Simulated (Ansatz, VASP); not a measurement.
# One calculation of GaP, two programs

```
Ga P
1.0
     0.00000    2.52537    2.52537
     2.52537    0.00000    2.52537
     2.52537    2.52537    0.00000
Ga P
1 1
Direct
  0.00000 0.00000 0.00000
  0.50000 0.50000 0.50000
```

Measurements of this composition are mostly on another form, of space group No. 216.

Alike in both runs: task single point; functional LDA; k mesh 14 × 14 × 14; occupations fermi-dirac, width 0.1 eV; no spin polarisation.

```csv
,VASP,Ansatz
version,VASP 6.6.1,Ansatz 0.2.0
potentials or method,"VASP PAW LDA potentials, release 64 (Ga_d, P), cutoff 520 eV","all-electron LAPW, scalar-relativistic"
```

Ansatz gave:

| Property | Result |
| --- | --- |
| pressure (GPa) | 0.1 |

Task: Estimate VASP's values.

Result: Pressure (GPa): 0.2.

Ansatz ran all-electron here, so the differences hold the error of VASP's frozen core and of both bases.
